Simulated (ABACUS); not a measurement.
The system is NaCl.

```
Cl Na
1.0
     0.00000    2.79406    2.79406
     2.79406    0.00000    2.79406
     2.79406    2.79406    0.00000
Cl Na
1 1
Direct
  0.50000 0.50000 0.50000
  0.00000 0.00000 0.00000
```

The cell is a database's computed one.

Program: ABACUS 3.10.1. Alike in all runs: task single point; no spin polarisation; cell as given; k mesh 6 × 6 × 6; smearing fermi-dirac 0.05 eV.

Problem. Order these runs on this cell by their pressure, lowest first.
A. level OLYP; potentials or basis GBRV ultrasoft 1.5 PBE, plane waves; cutoff (eV) 544
B. level B86bPBE; potentials or basis SPMS ONCV 1.0 PBE, plane waves; cutoff (eV) 1211
C. level LDA; potentials or basis PseudoDojo NC SR 0.4.1 LDA stringent, plane waves; cutoff (eV) 1211

Solution. C (-1.8 GPa), B (2.1 GPa), A (4.6 GPa).

Caveats: the potentials were made for another functional, which shifts forces and pressure (some runs).
